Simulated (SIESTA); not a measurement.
NbP:

```xyz
4
Lattice="-1.6749 1.6749 5.7401 1.6749 -1.6749 5.7401 1.6749 1.6749 -5.7401" Properties=species:S:1:pos:R:3 pbc="T T T"
Nb    1.6749    0.0000    2.8687
Nb    0.0000    0.0000    5.7387
P     0.0000    1.6749    3.8200
P     0.0000    0.0000    0.9500
```

The cell is a database's computed one.

Base run:

```yaml
Program: SIESTA 5.4.2
Functional: BLYP
Potentials_or_basis: PseudoDojo 0.4 standard (PBE files)
Basis: DZP (energy shift 0.003 Ry; two zetas on semicore shells)
Grid_cutoff: 800 Ry
Energy_shift: 0.003 Ry
k_mesh: 11 × 11 × 11
Occupations: fermi-dirac, width 0.05 eV
Spin: no spin polarisation
```

Its results: band gap on the k mesh none (metal or under the smearing width); pressure 9.7 GPa; largest force 0.015 eV/Å.

Problem. After a change of settings the same cell gave: band gap on the k mesh none (metal or under the smearing width); pressure -2.4 GPa; largest force 0.028 eV/Å. Which change was it?
A. functional from BLYP to PBE
B. functional from BLYP to vdW-DF-cx
C. functional from BLYP to PBEsol; potentials or basis from PseudoDojo 0.4 standard (PBE files) to PseudoDojo 0.4 standard (PBEsol files)
D. functional from BLYP to AM05; potentials or basis from PseudoDojo 0.4 standard (PBE files) to PseudoDojo 0.4 standard (PBEsol files)

Solution. B.

Caveats: the potentials were made for another functional, which shifts forces and pressure; the basis of atomic orbitals isn't converged, which shifts pressures, moduli and gaps.

Not every run made on this cell is shown here.
